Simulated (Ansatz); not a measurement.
# Migration of Zn in ZnS

Aim: the barrier when interstitial Zn hops to an equivalent place in ZnS, in a supercell of 18 host sites. The ends are relaxed and joined by a climbing-image nudged elastic band.

Computed with Ansatz 0.2.0 (DFT PBE, scalar-relativistic, plane waves, PAW, unless a step's input says otherwise).

1 further run of the same task is left out (set aside as unsound or not needed).

## Step 1: The structure to begin with

It takes space group R3m (No. 160, trigonal). Conventional cell: a = 3.846 Å, b = 3.846 Å, c = 28.348 Å, α = 90.00°, β = 90.00°, γ = 120.00°. Zn (site symmetry 3m) has 4 S at 2.36 Å as nearest neighbours. Around S (site symmetry 3m) lie 4 Zn at 2.36 Å.

Coordinates:

```cif
data_structure
_symmetry_space_group_name_H-M 'R3m:H'
_symmetry_Int_Tables_number 160
_cell_length_a 3.8462
_cell_length_b 3.8462
_cell_length_c 28.3479
_cell_angle_alpha 90.000
_cell_angle_beta 90.000
_cell_angle_gamma 120.000
_cell_volume 363.17
loop_
_atom_site_label
_atom_site_type_symbol
_atom_site_symmetry_multiplicity
_atom_site_Wyckoff_symbol
_atom_site_fract_x
_atom_site_fract_y
_atom_site_fract_z
_atom_site_occupancy
Zn1 Zn 3 a 0.00000 0.00000 0.00003 1
Zn2 Zn 3 a 0.66667 0.33333 0.11108 1
Zn3 Zn 3 a 0.33333 0.66667 0.22213 1
S1 S 3 a 0.66667 0.33333 0.25004 1
S2 S 3 a 0.33333 0.66667 0.13881 1
S3 S 3 a 0.66667 0.33333 0.02791 1
```

It goes back to an entry of the Materials Project, which need not be the stable form.

It is the result of an earlier relaxation at this level (volume 20.18 Å³/atom; gap on the mesh: 2.06 eV).

## Step 2: The defect cell, relaxed

The supercell's rows are -1 -1 2; 1 -2 1; 0 0 1 in vectors of the relaxed cell. Atom 19 is the Zn that will move.

The input, input.yaml:

```yaml
crystal:
  lattice:
    - [0.0, -6.6618213955, 0.0]
    - [5.769306564, -3.3309106977, 0.0]
    - [0.0, -2.2206071318, 9.449287567]
  atoms:
    - { symbol: Zn, position: [0.6667007604, 0.6666666667, 0.9998977187] }
    - { symbol: Zn, position: [0.3333674271, 0.3333333333, 0.9998977187] }
    - { symbol: Zn, position: [3.40938e-05, 1.0, 0.9998977187] }
    - { symbol: Zn, position: [0.4444128216, 0.6666666667, 0.6667615352] }
    - { symbol: Zn, position: [0.1110794883, 0.3333333333, 0.6667615352] }
    - { symbol: Zn, position: [0.7777461549, 0.0, 0.6667615352] }
    - { symbol: Zn, position: [0.2221345805, 0.6666666667, 0.3335962584] }
    - { symbol: Zn, position: [0.8888012472, 0.3333333333, 0.3335962584] }
    - { symbol: Zn, position: [0.5554679139, 1.0, 0.3335962584] }
    - { symbol: S, position: [0.5833715588, 0.6666666667, 0.2498853235] }
    - { symbol: S, position: [0.2500382255, 0.3333333333, 0.2498853235] }
    - { symbol: S, position: [0.9167048922, 0.0, 0.2498853235] }
    - { symbol: S, position: [0.1388135681, 0.6666666667, 0.5835592957] }
    - { symbol: S, position: [0.8054802348, 0.3333333333, 0.5835592957] }
    - { symbol: S, position: [0.4721469014, 0.0, 0.5835592957] }
    - { symbol: S, position: [0.3612407105, 0.6666666667, 0.9162778686] }
    - { symbol: S, position: [0.0279073771, 0.3333333333, 0.9162778686] }
    - { symbol: S, position: [0.6945740438, 1.0, 0.9162778686] }
    - { symbol: Zn, position: [0.2858291745, -0.0084547083, 0.1251334825] }
basis:
  ecutwfc: 420
  xc_grid: 2
kpoints:
  mp_grid: { grid: [2, 2, 2], shift: [0.0, 0.0, 0.0] }
hamiltonian:
  xc: pbe
scf:
  occupations: { method: gaussian, width: 0.02 }
output:
  forces: true
  stress: false
  eigenvalues: true
  write_density: true
  write_potential: true
  elf: true
  volumetric_format: npy
relax:
  adjacent_minimum: "off"
  f_tol: 0.02
  max_steps: 60
```

On the command line:

```console
ansatz run input.yaml --threads 4 --pin off --max-ram 8192MiB --backend cpu --events-out ev --progress --plain --runs-dir out
```

The session goes on with these runs: nudged elastic band, a jump of 3.85 Å.

Before running it: what results should come out? Wanted: barrier forwards; barrier backwards; second end relative to first; highest image; neighbours of Zn at the start; at the top.

As calculated:

| quantity | value |
| --- | --- |
| barrier forwards | 0.60 eV |
| barrier backwards | 0.60 eV |
| second end relative to first | 0.000 eV |
| highest image | 2 of 0 to 4, climbing |
| band iterations | 36 |
| neighbours of Zn at the start; at the top | 1 Zn at 2.57 Å, 2 Zn at 2.58 Å, 2 S at 2.59 Å, 1 S at 2.61 Å, 2 Zn at 2.92 Å, 1 Zn at 2.95 Å; 1 Zn at 2.34 Å, 1 S at 2.38 Å, 1 S at 2.70 Å, 1 Zn at 2.86 Å, 1 S at 2.95 Å |

What this shows: The barrier from the first end is 0.60 eV, 23 times kT at 300 K; with a typical attempt rate of 10^13 per second that is roughly 10^3 events a second. The ends differ by 1 meV at most. The input switches the test of curvatures off, so the top was not shown to be a first-order saddle. The small cell leaves errors of about a tenth of an eV.
